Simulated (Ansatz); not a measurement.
Relaxed (111) slab cut from SnSe (space group Fm-3m (No. 225)); the slab's formula is Sn4Se3, its outer planes Sn (top) and Sn (bottom):

```yaml
crystal:
  lattice:
    - [4.28621, 0.00000, 0.00000]
    - [-2.14311, 3.71197, 0.00000]
    - [0.00000, 0.00000, 25.49904]
  atoms:
    - { symbol: Sn, position: [0.66667, 0.33333, 0.29441] }
    - { symbol: Se, position: [0.00000, 0.00000, 0.35505] }
    - { symbol: Sn, position: [0.33333, 0.66667, 0.43160] }
    - { symbol: Se, position: [0.66667, 0.33333, 0.50000] }
    - { symbol: Sn, position: [0.00000, 0.00000, 0.56840] }
    - { symbol: Se, position: [0.33333, 0.66667, 0.64495] }
    - { symbol: Sn, position: [0.66667, 0.33333, 0.70559] }
```

All numbers below come from Ansatz 0.2.0, DFT PBE, scalar-relativistic, plane waves, PAW. Cutoff 420 eV; k points 9×9×1 on the computed 7-atom cell (Γ-centred); Gaussian smearing, width 0.05 eV; no spin polarisation. A dipole correction removes the field between periodic images along c.

The potential is the smooth part; its values at the atoms depend on the PAW datasets.

**Question.** How does the plane-averaged electrostatic potential energy of an electron run along c, counted from the Fermi level?

**Answer.** z (Å), V (eV) and a bar:
```
     2.55       3.55 ##############################
     2.83       3.55 ##############################
     3.12       3.55 ##############################
     3.40       3.55 ##############################
     3.68       3.54 ##############################
     3.97       3.54 ##############################
     4.25       3.53 ##############################
     4.53       3.52 ##############################
     4.82       3.49 ##############################
     5.10       3.44 ##############################
     5.38       3.34 #############################
     5.67       3.15 ############################
     5.95       2.77 ###########################
     6.23       2.04 ########################
     6.52       0.52 ##################
     6.80      -1.65 ##########
     7.08      -2.07 ########
     7.37      -1.14 ############
     7.65      -1.34 ###########
     7.93      -2.91 #####
     8.22      -4.10
     8.50      -3.83 #
     8.78      -3.06 ####
     9.07      -2.62 ######
     9.35      -2.34 #######
     9.63      -1.95 ########
     9.92      -1.05 ############
    10.20      -1.71 #########
    10.48      -2.39 #######
    10.77      -1.45 ##########
    11.05      -0.92 ############
    11.33      -1.97 ########
    11.62      -2.82 #####
    11.90      -2.58 ######
    12.18      -2.62 ######
    12.47      -2.53 ######
    12.75      -2.46 ######
    13.03      -2.53 ######
    13.32      -2.62 ######
    13.60      -2.58 ######
    13.88      -2.82 #####
    14.17      -1.97 ########
    14.45      -0.92 ############
    14.73      -1.45 ##########
    15.02      -2.39 #######
    15.30      -1.71 #########
    15.58      -1.05 ############
    15.87      -1.95 ########
    16.15      -2.34 #######
    16.43      -2.62 ######
    16.72      -3.06 ####
    17.00      -3.83 #
    17.28      -4.10
    17.57      -2.91 #####
    17.85      -1.34 ###########
    18.13      -1.14 ############
    18.42      -2.07 ########
    18.70      -1.65 ##########
    18.98       0.52 ##################
    19.27       2.04 ########################
    19.55       2.77 ###########################
    19.83       3.15 ############################
    20.12       3.34 #############################
    20.40       3.44 ##############################
    20.68       3.49 ##############################
    20.97       3.52 ##############################
    21.25       3.53 ##############################
    21.53       3.54 ##############################
    21.82       3.54 ##############################
    22.10       3.55 ##############################
    22.38       3.55 ##############################
    22.67       3.55 ##############################
    22.95       3.55 ##############################
```

The vacuum level lies 3.55 eV above the Fermi level.

The reference crystal is the rock-salt form of SnSe, which isn't its usual structure.

Cost: 1 run of about 2.1 core-minutes, on AMD EPYC 7R43 (Zen 3) (shared hosts).